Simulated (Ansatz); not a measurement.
Crystal: BaH2.

```
Ba H
1.0
     4.46203    0.00000    0.00000
    -2.23101    3.86423    0.00000
     0.00000    0.00000    6.05529
Ba H
2 4
Direct
  0.33333 0.66667 0.25000
  0.66667 0.33333 0.75000
  0.00000 0.00000 0.00000
  0.00000 0.00000 0.50000
  0.66667 0.33333 0.25000
  0.33333 0.66667 0.75000
```

The cell comes from a database or a generator and needn't be the stable form of this composition.

```yaml
Program: Ansatz 0.2.0
Task: relaxation of cell and atoms
Functional: PBEsol
Dispersion: D3(BJ)-ATM
Potentials_or_basis: Ansatz PAW
Cutoff: "420 eV (not typed: the program's choice for these potentials)"
k_mesh: 7 × 7 × 5
Occupations: fermi-dirac, width 0.05 eV
Spin: no spin polarisation
```

At the start: volume 17.40 Å³/atom.

How do energy, volume and symmetry change on relaxing?

It ends after 5 steps and the volume is 15.40 Å³/atom (-11.5 %); space group P6_3/mmc (No. 194, to 0.05 Å).

The path:
| step | energy change (eV) | largest force (eV/Å) | volume (Å³) |
| --- | --- | --- | --- |
| 1 | 0.0000 | 0.0000 | 104.41 |
| 2 | -0.1289 | 0.0000 | 90.47 |
| 3 | -0.1546 | 0.0000 | 92.92 |
| 4 | -0.1558 | 0.0000 | 92.37 |
| 5 | -0.1522 | 0.0000 | 92.37 |

Final structure:
```
CELL_PARAMETERS angstrom
4.33988 0.00000 0.00000
-2.16994 3.75845 0.00000
0.00000 0.00000 5.66298
ATOMIC_POSITIONS crystal
Ba 0.33333 0.66667 0.25000
Ba 0.66667 0.33333 0.75000
H 0.00000 0.00000 0.00000
H 0.00000 0.00000 0.50000
H 0.66667 0.33333 0.25000
H 0.33333 0.66667 0.75000
```

Caveat: the plane-wave basis is chosen anew once the cell has moved, so the energies of steps on either side of that aren't comparable; the PAW data sets come from PBE, with cores solved anew for the run's functional, which leaves a small shift of forces and pressure.
